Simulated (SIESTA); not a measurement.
## Sb under changes of volume

One of the cells (30.206 Å³/atom); the others are scaled copies at fixed shape and fractional positions:

```
Sb
1.0
     2.15420    1.24373    3.75800
    -2.15420    1.24373    3.75800
     0.00000   -2.48746    3.75800
Sb
2
Direct
  0.76651 0.76651 0.76651
  0.23349 0.23349 0.23349
```

```yaml
Program: SIESTA 5.4.2
Functional: PBEsol
Potentials_or_basis: PseudoDojo 0.4 standard (PBEsol files)
Basis: DZP (energy shift 0.003 Ry; two zetas on semicore shells)
Grid_cutoff: 500 Ry
Energy_shift: 0.003 Ry
k_mesh: 8 × 8 × 8
Occupations: fermi-dirac, width 0.05 eV
Spin: no spin polarisation
```

| volume (Å³/atom) | energy over the lowest point (meV/atom) | pressure (GPa) | largest force (eV/Å) |
| --- | --- | --- | --- |
| 28.393 | ? | ? | ? |
| 28.998 | 16.95 | 3.6 | 0.548 |
| 29.602 | 7.20 | 2.2 | 0.436 |
| 30.206 | 1.31 | 0.9 | 0.325 |
| 30.810 | 0.00 | -0.2 | 0.223 |
| 31.414 | 2.80 | -1.3 | 0.131 |
| 32.018 | 9.22 | -2.2 | 0.042 |

**Question.** What does the run at 28.393 Å³/atom give?

**Answer.** Energy over the lowest point 33.61 meV/atom; pressure 5.2 GPa; largest force 0.672 eV/Å.

Worked out: A Birch-Murnaghan fit of order 3 (a polynomial in V^(-2/3)) to the other rows has its minimum at 30.71 Å³/atom with B0 = V·E''(V) = 55 GPa (rough, since the energies scatter) at fixed shape and positions, which overstates the stiffness. It gives 31.38 meV/atom at 28.393 Å³/atom, against the run's 33.61, and -dE/dV = 4.4 GPa, against 5.2.

Energies are extrapolated to zero smearing.

Caveats: the basis of atomic orbitals isn't converged, which shifts pressures, moduli and gaps.
